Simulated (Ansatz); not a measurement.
## CuO: changing the Hubbard U on Cu d

The structure is monoclinic, space group Cc (No. 9). The conventional cell has a = 4.689 Å, b = 3.427 Å, c = 5.132 Å, α = 90.00°, β = 99.65°, γ = 90.00°. Cu (site symmetry 1) is surrounded by 4 O at 1.91 to 2.02 Å. O (site symmetry 1) is surrounded by 4 Cu at 1.91 to 2.02 Å.

Kept alike: task band structure; functional PBEsol; k mesh 10 × 10 × 5; occupations fermi-dirac, width 0.05 eV; no spin polarisation. Program: Ansatz, Ansatz PAW, cutoff 420 eV. The mesh is that of the run's cell of 4 atoms. No spin-orbit coupling.

| run | pressure (GPa) |
| --- | --- |
| A | 0.38 |
| B | -1.38 |
| C | 1.80 |
| D | -1.87 |
| E | -0.25 |
| F | -2.71 |
| G | -0.84 |
| H | -2.31 |

Pressure is positive in compression, with a Pulay correction for the finite cutoff. U acts here on a shell without spin polarisation. For a metal such a mesh leaves the last digits unconverged. How U acts hangs on the program's projectors. All rows use potentials made for PBE. U is the effective U - J on orthogonalised atomic projectors. Double counting: fully localised limit (the default).

Question: The runs differ in the Hubbard U on Cu d alone: 0; 1; 2; 3; 4; 5; 6; 8 eV. Which run is which?

Answer: Run A is 6 eV; run B is 3 eV; run C is 8 eV; run D is 2 eV; run E is 5 eV; run F is 0 eV; run G is 4 eV; run H is 1 eV. The pressure rises from -2.71 to 1.80 GPa between 0 and 8 eV. U localises the shell and weakens its bonds, so the cell pushes outwards.
